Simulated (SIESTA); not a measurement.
TiO2:

```
Ti O
1.0
     4.59984    0.00000    0.00000
     0.00000    4.59984    0.00000
     0.00000    0.00000    2.95921
Ti O
2 4
Direct
  0.00000 0.00000 0.50000
  0.50000 0.50000 0.00000
  0.30432 0.30432 0.50000
  0.19568 0.80432 0.00000
  0.80432 0.19568 0.00000
  0.69568 0.69568 0.50000
```

The cell is a database's computed one.

Base run:

```yaml
Program: SIESTA 5.4.2
Functional: PBE
Potentials_or_basis: PseudoDojo 0.4 standard (PBE files)
Basis: TZDP (energy shift 0.003 Ry; two zetas on semicore shells)
Grid_cutoff: 800 Ry
Energy_shift: 0.003 Ry
k_mesh: 6 × 6 × 9
Occupations: fermi-dirac, width 0.05 eV
Spin: no spin polarisation
```

Its results: band gap on the k mesh 1.81 eV, direct; pressure 6.4 GPa; largest force 0.037 eV/Å.

Q: The run is repeated on the same cell with these changes: basis from TZDP (energy shift 0.003 Ry; two zetas on semicore shells) to DZ (energy shift 0.003 Ry; two zetas on semicore shells). What comes out?

A: Band gap on the k mesh 1.74 eV, direct; pressure 7.0 GPa; largest force 0.129 eV/Å.

Caveats: the basis of atomic orbitals isn't converged, which shifts pressures, moduli and gaps; the basis has no polarisation orbitals (some runs).

Not every run made on this cell is shown here.
